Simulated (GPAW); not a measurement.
# Te (R-3m) in GPAW: notebook

The runs below take Te through relaxation of cell and atoms, with PBEsol.

All numbers are computed with GPAW 26.7.0; they aren't measurements. Logs are shortened: lines on timing, memory, paths and dates and some standing lists are left out, and cuts for length are marked. The log counts tension as positive stress, the text compression.

## Step 1: The crystal as given

The structure is trigonal, space group R-3m (No. 166). The conventional cell has a = 4.612 Å, b = 4.612 Å, c = 5.073 Å, α = 90.00°, β = 90.00°, γ = 120.00°. Te (site symmetry -3m) has 6 Te at 3.15 Å as nearest neighbours.

This isn't the form of Te at room conditions, which is trigonal, of chains.

## Step 2: Relaxation of cell and atoms, PBEsol, target pressure 5 GPa, at which the enthalpy is minimised

Contents of run.py:

```python
from ase import Atoms
from ase.filters import FrechetCellFilter
from ase.io import write
from ase.optimize import BFGS
from ase.units import GPa
from gpaw import GPAW, PW, setup_paths

setup_paths.insert(0, '.')

atoms = Atoms(['Te'],
              cell=[[2.3059043427, 1.331314493, 1.6909537039],
                    [-2.3059043427, 1.331314493, 1.6909537039],
                    [0.0, -2.662628986, 1.6909537039]],
              scaled_positions=[[0.5, 0.5, 0.5]],
              pbc=True)

calc = GPAW(mode=PW(600),
            xc='PBEsol',
            kpts={'size': (9, 9, 9), 'gamma': True},
            occupations={'name': 'fermi-dirac', 'width': 0.05},
            nbands=9,
            convergence={'density': 1e-05, 'forces': 0.0001},
            maxiter=150,
            txt='gpaw.txt')
atoms.calc = calc
opt = BFGS(FrechetCellFilter(atoms, scalar_pressure=5 * GPa), trajectory='relax.traj', logfile='-')
done = opt.run(fmax=0.02, steps=60)
calc.write('gs.gpw')
write('result.traj', atoms)
print('Converged:', done)
print('Cell:', atoms.cell.cellpar().round(4))
print('Volume:', round(atoms.get_volume(), 4))
print(atoms.get_scaled_positions().round(5))
```

Potentials or basis: PAW data sets generated in the run's folder for this functional, pw.

On the command line:

```
$ gpaw-setup -f PBEsol Te
$ OMP_NUM_THREADS=1 python run.py
```

gpaw.txt:

```text
__  _  _
 | _ |_)|_||  |
 |__||  | ||/\| - 26.7.0

Input parameters:
  mode=PW(ecut=600.0),
  convergence={'density': 1e-05, 'forces': 0.0001},
  kpts=MonkhorstPack(size=(9, 9, 9), gamma=True),
  maxiter=150,
  nbands=9,
  occupations=Occupations(name='fermi-dirac', width=0.05),
  xc=XC(name='PBEsol')

Diagonalizing LCAO Hamiltonian
Converting LCAO to pw mode

       Te

Atoms  # Å, Bohr magnetons
|   | symbol |        x |        y |        z |    initial magnetic moments |
|---|--------|----------|----------|----------|-----------------------------|
| 0 |     Te | 0.000000 | 0.000000 | 2.536431 | ( 0.0000,  0.0000,  0.0000) |

Unit cell  # Å
| periodic |         x |         y |        z |  lengths |    angles |
|----------|-----------|-----------|----------|----------|-----------|
|      yes |  2.305904 |  1.331314 | 1.690954 | 3.154190 | 93.950761 |
|      yes | -2.305904 |  1.331314 | 1.690954 | 3.154190 | 93.950761 |
|      yes |  0.000000 | -2.662629 | 1.690954 | 3.154190 | 93.950761 |

Number of symmetries: 12
Symmetry operations  # r_c * U_cc + t_c -> r_c
|    | kind |            matrix            |
|----|------|------------------------------|
|  0 |  E   |  1, 0, 0,  0, 1, 0,  0, 0, 1 |
|  1 |  σ   |  1, 0, 0,  0, 0, 1,  0, 1, 0 |
|  2 |  σ   |  0, 1, 0,  1, 0, 0,  0, 0, 1 |
|  3 |  C3  |  0, 1, 0,  0, 0, 1,  1, 0, 0 |
|  4 |  C3  |  0, 0, 1,  1, 0, 0,  0, 1, 0 |
|  5 |  σ   |  0, 0, 1,  0, 1, 0,  1, 0, 0 |
|  6 |  C2  |  0, 0,-1,  0,-1, 0, -1, 0, 0 |
|  7 |  S6  |  0, 0,-1, -1, 0, 0,  0,-1, 0 |
|  8 |  S6  |  0,-1, 0,  0, 0,-1, -1, 0, 0 |
[... 143 lines left out ...]
Eigenvalues  # (at kpt = [0.000, 0.000, 0.000])
| band index |      eig [eV] | occ [0-2] |
|------------|---------------|-----------|
|          0 |        -7.273 |     2.000 |
|          1 |         7.662 |     0.000 |
|          2 |         8.126 |     0.000 |
|          3 |         8.126 |     0.000 |
|          4 |        12.879 |     0.000 |
|          5 |        12.879 |     0.000 |
|          6 |        13.259 |     0.000 |
|          7 |        23.568 |     0.000 |
|          8 |        23.568 |     0.000 |

No gap
No difference between direct/indirect transitions

Stress tensor  # eV/Ang^3
|        x |        y |        z |
|----------|----------|----------|
| 0.003941 | 0.000000 | 0.000000 |
| 0.000000 | 0.003941 | 0.000000 |
| 0.000000 | 0.000000 | 0.002398 |

Forces  # eV/Ang
|       x |       y |        z |
|---------|---------|----------|
| 0.00000 | 0.00000 | -0.00000 |  # Te   0

Interpolating wave functions to new cell

       Te

Atoms  # Å, Bohr magnetons
|   | symbol |         x |        y |        z |    initial magnetic moments |
|---|--------|-----------|----------|----------|-----------------------------|
| 0 |     Te | -0.000000 | 0.000000 | 2.498786 | ( 0.0000,  0.0000,  0.0000) |

Unit cell  # Å
| periodic |         x |         y |        z |  lengths |    angles |
|----------|-----------|-----------|----------|----------|-----------|
|      yes |  2.270122 |  1.310656 | 1.665857 | 3.105858 | 93.926537 |
|      yes | -2.270122 |  1.310656 | 1.665857 | 3.105858 | 93.926537 |
|      yes |  0.000000 | -2.621312 | 1.665857 | 3.105858 | 93.926537 |

Number of symmetries: 12
Symmetry operations  # r_c * U_cc + t_c -> r_c
|    | kind |            matrix            |
|----|------|------------------------------|
|  0 |  E   |  1, 0, 0,  0, 1, 0,  0, 0, 1 |
|  1 |  σ   |  1, 0, 0,  0, 0, 1,  0, 1, 0 |
|  2 |  σ   |  0, 1, 0,  1, 0, 0,  0, 0, 1 |
|  3 |  C3  |  0, 1, 0,  0, 0, 1,  1, 0, 0 |
|  4 |  C3  |  0, 0, 1,  1, 0, 0,  0, 1, 0 |
|  5 |  σ   |  0, 0, 1,  0, 1, 0,  1, 0, 0 |
|  6 |  C2  |  0, 0,-1,  0,-1, 0, -1, 0, 0 |
|  7 |  S6  |  0, 0,-1, -1, 0, 0,  0,-1, 0 |
|  8 |  S6  |  0,-1, 0,  0, 0,-1, -1, 0, 0 |
[... 159 lines left out ...]
Stress tensor  # eV/Ang^3
|         x |         y |         z |
|-----------|-----------|-----------|
| -0.015472 | -0.000000 |  0.000000 |
| -0.000000 | -0.015472 |  0.000000 |
|  0.000000 | -0.000000 | -0.012255 |

Forces  # eV/Ang
[... 59 lines left out ...]
|  0.000000 | -0.030542 |  0.000000 |
|  0.000000 |  0.000000 | -0.024581 |

Forces  # eV/Ang
|        x |       y |       z |
|----------|---------|---------|
| -0.00000 | 0.00000 | 0.00000 |  # Te   0

Interpolating wave functions to new cell

       Te

Atoms  # Å, Bohr magnetons
|   | symbol |         x |         y |        z |    initial magnetic moments |
|---|--------|-----------|-----------|----------|-----------------------------|
| 0 |     Te | -0.000000 | -0.000000 | 2.194855 | ( 0.0000,  0.0000,  0.0000) |
[... 180 lines left out ...]
Stress tensor  # eV/Ang^3
|         x |         y |         z |
|-----------|-----------|-----------|
| -0.048160 | -0.000000 |  0.000000 |
|  0.000000 | -0.048160 |  0.000000 |
|  0.000000 |  0.000000 | -0.037435 |

Forces  # eV/Ang
|       x |        y |       z |
|---------|----------|---------|
| 0.00000 | -0.00000 | 0.00000 |  # Te   0

Interpolating wave functions to new cell

       Te

Atoms  # Å, Bohr magnetons
|   | symbol |        x |         y |        z |    initial magnetic moments |
|---|--------|----------|-----------|----------|-----------------------------|
| 0 |     Te | 0.000000 | -0.000000 | 2.099343 | ( 0.0000,  0.0000,  0.0000) |

Unit cell  # Å
| periodic |         x |         y |        z |  lengths |     angles |
|----------|-----------|-----------|----------|----------|------------|
|      yes |  2.394438 |  1.382429 | 1.399562 | 3.098906 | 101.188883 |
|      yes | -2.394438 |  1.382429 | 1.399562 | 3.098906 | 101.188883 |
|      yes |  0.000000 | -2.764859 | 1.399562 | 3.098906 | 101.188883 |

Number of symmetries: 12
Symmetry operations  # r_c * U_cc + t_c -> r_c
|    | kind |            matrix            |
|----|------|------------------------------|
|  0 |  E   |  1, 0, 0,  0, 1, 0,  0, 0, 1 |
|  1 |  σ   |  1, 0, 0,  0, 0, 1,  0, 1, 0 |
|  2 |  σ   |  0, 1, 0,  1, 0, 0,  0, 0, 1 |
|  3 |  C3  |  0, 1, 0,  0, 0, 1,  1, 0, 0 |
|  4 |  C3  |  0, 0, 1,  1, 0, 0,  0, 1, 0 |
|  5 |  σ   |  0, 0, 1,  0, 1, 0,  1, 0, 0 |
|  6 |  C2  |  0, 0,-1,  0,-1, 0, -1, 0, 0 |
|  7 |  S6  |  0, 0,-1, -1, 0, 0,  0,-1, 0 |
|  8 |  S6  |  0,-1, 0,  0, 0,-1, -1, 0, 0 |
[... 160 lines left out ...]
Stress tensor  # eV/Ang^3
|         x |         y |         z |
|-----------|-----------|-----------|
| -0.015069 | -0.000000 |  0.000000 |
| -0.000000 | -0.015069 | -0.000000 |
|  0.000000 |  0.000000 | -0.023049 |

Forces  # eV/Ang
|        x |       y |       z |
|----------|---------|---------|
| -0.00000 | 0.00000 | 0.00000 |  # Te   0

Interpolating wave functions to new cell

       Te

Atoms  # Å, Bohr magnetons
|   | symbol |         x |         y |        z |    initial magnetic moments |
|---|--------|-----------|-----------|----------|-----------------------------|
| 0 |     Te | -0.000000 | -0.000000 | 2.141968 | ( 0.0000,  0.0000,  0.0000) |
[... 180 lines left out ...]
Stress tensor  # eV/Ang^3
|         x |         y |         z |
|-----------|-----------|-----------|
| -0.030579 |  0.000000 |  0.000000 |
| -0.000000 | -0.030579 | -0.000000 |
|  0.000000 | -0.000000 | -0.029509 |

Forces  # eV/Ang
|       x |       y |        z |
|---------|---------|----------|
| 0.00000 | 0.00000 | -0.00000 |  # Te   0

Interpolating wave functions to new cell

       Te

Atoms  # Å, Bohr magnetons
|   | symbol |         x |         y |        z |    initial magnetic moments |
|---|--------|-----------|-----------|----------|-----------------------------|
| 0 |     Te | -0.000000 | -0.000000 | 2.138913 | ( 0.0000,  0.0000,  0.0000) |
[... 133 lines left out ...]
SCF iterations
|iter     | |      energy | eigst |  dens |force |
|---------|-|-------------|-------|-------|------|
|iter:   1| |   -3.515117 | -3.86 |       |      |
|iter:   2| |   -3.515109 | -6.65 | -2.65 |      |
|iter:   3| |   -3.515047c| -5.63 | -2.68 |      |
|iter:   4| |   -3.515043c| -6.85 | -3.44 |      |
|iter:   5| |   -3.515043c| -7.82c| -4.43 |      |
|iter:   6| |   -3.515043c| -8.62c| -4.99 |      |
|iter:   7| |   -3.515043c| -9.64c| -5.63c|      |
|iter:   8| |   -3.515043c|-10.58c| -6.46c|-25.15c|

Converged in 8 steps
Energy contributions relative to reference atoms: (reference = -184711.908578)

Energy contributions:
  Kinetic:           8.133583
  Coulomb:          -7.105422
  Zero:              0.082455
  External:          0.000000
  Xc:               -4.622751
  Entropy:          -0.005815
  Spinorbit:         0.000000
  ----------------------------
  Free energy:      -3.517951
  Extrapolated:     -3.515043
[... 818 lines left out ...]
Stress tensor  # eV/Ang^3
|         x |         y |         z |
|-----------|-----------|-----------|
| -0.031424 |  0.000000 |  0.000000 |
|  0.000000 | -0.031424 |  0.000000 |
|  0.000000 |  0.000000 | -0.031229 |

Forces  # eV/Ang
|       x |       y |       z |
|---------|---------|---------|
| 0.00000 | 0.00000 | 0.00000 |  # Te   0

# Writing to gs.gpw (mode='')
```

It took 2.1 min on 1 thread of Arm Neoverse V2, shared host; peak memory 0.24 GiB.

Results:

```
Free energy                                            : -3.5084 eV
Relaxed volume                                         : 27.11 Å³/atom
Relaxed cell                                           : a = 3.069 Å, b = 3.069 Å, c = 3.069 Å, α = 100.93°, β = 100.93°, γ = 100.93°
Space group after relaxing (to 0.05 Å)                 : R-3m (No. 166)
Energy change on relaxing (the enthalpy is what falls) : +61.3 meV/atom
Ionic steps                                            : 15
Pressure after relaxing                                : 5.0 GPa
Band gap on the k mesh                                 : none (metal or under the smearing width)
```

Step by step:
```tsv
step	energy change (eV)	largest force (eV/Å)	pressure (GPa)	volume (Å³)
1	0.0000	0.0000	-0.55	31.15
2	0.0074	0.0000	2.31	29.74
3	0.0344	0.0000	5.24	28.57
4	0.0321	0.0000	5.05	28.62
5	0.0214	0.0000	3.89	28.82
6	0.0247	0.0000	3.94	28.66
7	0.0379	0.0000	4.57	28.07
8	0.0702	0.0000	7.14	27.03
9	0.0453	0.0000	2.84	27.80
10	0.0516	0.0000	4.84	27.43
11	0.0516	0.0000	4.79	27.43
12	0.0530	0.0000	4.61	27.38
13	0.0559	0.0000	4.57	27.29
14	0.0587	0.0000	4.73	27.19
15	0.0613	0.0000	5.02	27.11
```

Final structure:
```cif
data_structure
_symmetry_space_group_name_H-M 'P 1'
_symmetry_Int_Tables_number 1
_cell_length_a 3.0695
_cell_length_b 3.0695
_cell_length_c 3.0695
_cell_angle_alpha 100.933
_cell_angle_beta 100.933
_cell_angle_gamma 100.933
_cell_volume 27.11
loop_
_atom_site_label
_atom_site_type_symbol
_atom_site_fract_x
_atom_site_fract_y
_atom_site_fract_z
_atom_site_occupancy
Te1 Te 0.50000 0.50000 0.50000 1
```

Caveat: later steps reuse the first step's grids.

## Step 3: Relaxation of cell and atoms, PBEsol, target pressure 10 GPa, at which the enthalpy is minimised

Contents of run.py:

```python
from ase.filters import FrechetCellFilter
from ase.io import read, write
from ase.optimize import BFGS
from ase.units import GPa
from gpaw import GPAW, PW, setup_paths

setup_paths.insert(0, '.')

atoms = read('POSCAR')

calc = GPAW(mode=PW(600),
            xc='PBEsol',
            kpts={'size': (9, 9, 9), 'gamma': True},
            occupations={'name': 'fermi-dirac', 'width': 0.05},
            nbands=9,
            convergence={'density': 1e-05, 'forces': 0.0001},
            maxiter=150,
            txt='gpaw.txt')
atoms.calc = calc
opt = BFGS(FrechetCellFilter(atoms, scalar_pressure=10 * GPa), trajectory='relax.traj', logfile='-')
done = opt.run(fmax=0.02, steps=60)
calc.write('gs.gpw')
write('result.traj', atoms)
print('Converged:', done)
print('Cell:', atoms.cell.cellpar().round(4))
print('Volume:', round(atoms.get_volume(), 4))
print(atoms.get_scaled_positions().round(5))
```

Contents of POSCAR:

```
Te
1.0
    2.3059043427      1.3313144930      1.6909537039
   -2.3059043427      1.3313144930      1.6909537039
    0.0000000000     -2.6626289860      1.6909537039
Te
1
Direct
    0.5000000000      0.5000000000      0.5000000000
```

Potentials or basis: PAW data sets generated in the run's folder for this functional, pw.

On the command line:

```
$ gpaw-setup -f PBEsol Te
$ OMP_NUM_THREADS=1 python run.py
```

Wall time 3.7 min (1 thread of Arm Neoverse V2, shared host); peak memory 0.29 GiB.

It converged, with:

| Quantity | Value |
| --- | --- |
| Free energy | -3.4199 eV |
| Relaxed volume | 25.17 Å³/atom |
| Relaxed cell | a = 3.020 Å, b = 3.020 Å, c = 3.020 Å, α = 102.67°, β = 102.67°, γ = 102.67° |
| Space group after relaxing (to 0.05 Å) | R-3m (No. 166) |
| Energy change on relaxing (the enthalpy is what falls) | +149.6 meV/atom |
| Ionic steps | 25 |
| Pressure after relaxing | 10.0 GPa |
| Band gap on the k mesh | none (metal or under the smearing width) |

Step by step:
| step | energy change (eV) | largest force (eV/Å) | pressure (GPa) | volume (Å³) |
| --- | --- | --- | --- | --- |
| 1 | 0.0000 | 0.0000 | -0.55 | 31.15 |
| 2 | 0.0362 | 0.0000 | 5.39 | 28.53 |
| 3 | 0.1156 | 0.0000 | 10.69 | 26.88 |
| 4 | 0.1060 | 0.0000 | 10.15 | 26.99 |
| 5 | 0.0771 | 0.0000 | 8.20 | 27.25 |
| 6 | 0.0646 | 0.0000 | 6.44 | 27.09 |
| 7 | 0.1958 | 0.0000 | 3.32 | 25.97 |
| 8 | 0.1124 | 0.0000 | 5.87 | 26.04 |
| 9 | 0.1312 | 0.0000 | 11.63 | 26.57 |
| 10 | 0.1099 | 0.0000 | 9.46 | 26.13 |
| 11 | 0.2253 | 0.0000 | 5.97 | 25.13 |
| 12 | 0.1365 | 0.0000 | 7.54 | 25.51 |
| 13 | 0.1411 | 0.0000 | 12.21 | 26.38 |
| 14 | 0.1230 | 0.0000 | 10.25 | 25.90 |
| 15 | 0.2499 | 0.0000 | 8.31 | 24.53 |
| 16 | 0.1586 | 0.0000 | 9.00 | 25.10 |
| 17 | 0.1342 | 0.0000 | 11.81 | 26.42 |
| 18 | 0.1284 | 0.0000 | 10.59 | 25.82 |
| 19 | 0.2631 | 0.0000 | 9.46 | 24.27 |
| 20 | 0.1598 | 0.0000 | 9.33 | 25.06 |
| 21 | 0.1346 | 0.0000 | 11.50 | 26.10 |
| 22 | 0.1355 | 0.0000 | 10.08 | 25.43 |
| 23 | 0.2350 | 0.0000 | 9.94 | 24.45 |
| 24 | 0.1514 | 0.0000 | 9.84 | 25.15 |
| 25 | 0.1496 | 0.0000 | 10.01 | 25.17 |

Final structure:
```cif
data_structure
_symmetry_space_group_name_H-M 'P 1'
_symmetry_Int_Tables_number 1
_cell_length_a 3.0203
_cell_length_b 3.0203
_cell_length_c 3.0203
_cell_angle_alpha 102.667
_cell_angle_beta 102.667
_cell_angle_gamma 102.667
_cell_volume 25.17
loop_
_atom_site_label
_atom_site_type_symbol
_atom_site_fract_x
_atom_site_fract_y
_atom_site_fract_z
_atom_site_occupancy
Te1 Te 0.50000 0.50000 0.50000 1
```

Levels at points of the mesh, in eV from the Fermi level:
| k point | band 1 | band 2 | band 3 | band 4 | band 5 |
| --- | --- | --- | --- | --- | --- |
| (0.00, 0.00, 0.00) | -15.27 | 1.69 | 3.26 | 3.26 | 7.70 |

Caveat: later steps reuse the first step's grids; the volume moved by over 15 % at a fixed basis, so the end points are rough. The run has no spin-orbit coupling, so splittings on Te are missing.

## Step 4: Relaxation of cell and atoms, PBEsol, target pressure 20 GPa, at which the enthalpy is minimised

run.py: that of step 3 with these lines changed.

```diff
@@ -19,3 +19,3 @@
 atoms.calc = calc
-opt = BFGS(FrechetCellFilter(atoms, scalar_pressure=10 * GPa), trajectory='relax.traj', logfile='-')
+opt = BFGS(FrechetCellFilter(atoms, scalar_pressure=20 * GPa), trajectory='relax.traj', logfile='-')
 done = opt.run(fmax=0.02, steps=60)
```

POSCAR is that of step 3.

On the command line:

```
$ gpaw-setup -f PBEsol Te
$ OMP_NUM_THREADS=1 python run.py
```

It took 2.7 min on 1 thread of Arm Neoverse V2, shared host; peak memory 0.21 GiB.

It converged, with:

```
Free energy                                            : -3.1185 eV
Relaxed volume                                         : 22.08 Å³/atom
Relaxed cell                                           : a = 3.061 Å, b = 3.061 Å, c = 3.061 Å, α = 109.48°, β = 109.48°, γ = 109.48°
Space group after relaxing (to 0.05 Å)                 : Im-3m (No. 229)
Energy change on relaxing (the enthalpy is what falls) : +451.6 meV/atom
Ionic steps                                            : 19
Pressure after relaxing                                : 19.9 GPa
Band gap on the k mesh                                 : none (metal or under the smearing width)
```

Step by step:
```
step  energy change (eV)  largest force (eV/Å)  pressure (GPa)  volume (Å³)
   1              0.0000                0.0000           -0.55        31.15
   2              0.1651                0.0000           13.38        26.25
   3              0.3389                0.0000           21.74        24.58
   4              0.3113                0.0000           20.57        24.74
   5              0.2023                0.0000           15.20        25.16
   6              0.2038                0.0000            4.81        25.52
   7              0.1698                0.0000           10.12        24.88
   8              0.2762                0.0000           18.31        24.00
   9              0.2655                0.0000           16.07        23.70
  10              0.3650                0.0000           18.40        22.88
  11              0.3605                0.0000           19.44        22.84
  12              0.4987                0.0000           28.56        23.34
  13              0.3446                0.0000           20.67        23.06
  14              0.4461                0.0000           19.58        22.16
  15              1.0744                0.0000           38.41        21.21
  16              0.4460                0.0000           19.62        22.13
  17              0.4480                0.0000           19.73        22.11
  18              0.4504                0.0000           19.85        22.09
  19              0.4516                0.0000           19.92        22.08
```

Final structure:
```
Te
1.0
     2.49972    1.44322    1.02020
    -2.49972    1.44322    1.02020
     0.00000   -2.88643    1.02020
Te
1
Direct
  0.50000 0.50000 0.50000
```

Levels at points of the mesh, in eV from the Fermi level:
```
           k point  band 1  band 2  band 3  band 4  band 5
(0.00, 0.00, 0.00)  -16.26    4.52    4.52    4.53   10.91
```

Caveat: later steps reuse the first step's grids; the volume moved by over 15 % at a fixed basis, so the end points are rough.

## Step 5: Summary

| cell | target pressure | gap on the mesh (eV) | pressure (GPa) |
| --- | --- | --- | --- |
| relaxed to 5 GPa | 5 GPa | none | 5.0 |
| relaxed to 10 GPa | 10 GPa | none | 10.0 |
| relaxed to 20 GPa | 20 GPa | none | 19.9 |

Alike in all rows: task relaxation of cell and atoms; level PBEsol; potentials or basis PAW data sets generated in the run's folder for this functional, pw; no spin polarisation; k mesh 9 × 9 × 9; cutoff (eV) 600; smearing fermi-dirac 0.05 eV.

Caveats: later steps reuse the first step's grids; the volume moved by over 15 % at a fixed basis, so the end points are rough (some runs).

Total energies depend on the potentials used, so only differences within one code and one set of settings carry meaning.
